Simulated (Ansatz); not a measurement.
# Lu: changes ranked by their effect on the pressure

```xyz
1
Lattice="-1.9500 1.9500 1.9500 1.9500 -1.9500 1.9500 1.9500 1.9500 -1.9500" Properties=species:S:1:pos:R:3 pbc="T T T"
Lu    0.0000    0.0000    0.0000
```

The structure comes from a relaxation in the same program, started in the bcc type, and has space group Im-3m. Whether it is a known phase or the ground state wasn't checked.

All numbers below come from DFT, PBE, all-electron LAPW, scalar-relativistic in Ansatz 0.2.0.

Settings: a Γ-centred 15×15×15 k mesh, Fermi–Dirac smearing of 0.08 eV, basis error target 0.5 meV/atom, no spin polarisation.

Spin–orbit coupling is off unless a change turns it on.

In this reference run the pressure is 0.0 GPa (positive in compression). Each change below is made alone, on the same k mesh, with fractional coordinates held unless an atom is moved; x, y and z are the Cartesian axes.

(1) Order the changes by the shift of the pressure, most negative first.
A. functional pbesol
B. functional lda
C. volume scaled by 1.02
D. spin-orbit coupling on
E. volume scaled by 0.98
F. no relativity

Results:

(1) B (-5.1 GPa), A (-2.5 GPa), C (-0.8 GPa), D (-0.4 GPa), E (+0.9 GPa), F (+2.8 GPa).
